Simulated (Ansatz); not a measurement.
## Pressure series in NaBr

The reference is NaBr in the rock salt structure (space group Fm-3m, No. 225; a = 5.9272 Å).

Cell and atoms are relaxed at each pressure.

Computed with PBEsol/PAW in Ansatz (a program for electronic structure), no spin-orbit coupling.

For the base:

| Quantity | Value |
|---|---|
| Width of the top valence band | 0.88 eV |

Question: The aim is a width of the top valence band between 2.16 eV and 2.34 eV. Which of these changes reaches it?
A) pressure −2 GPa
B) pressure 45 GPa
C) pressure 4.2 GPa

Answer: B, pressure 45 GPa. It gives 2.26 eV; pressure 4.2 GPa gives 1.13 eV; pressure −2 GPa gives 0.71 eV. Changes not listed may reach it too

The levels and masses belong to the bands next to the band gap. Load acts through the strain it causes; cell and atoms are relaxed under it. Whether these cells are dynamically stable was not tested. Competing high-pressure phases were not computed.
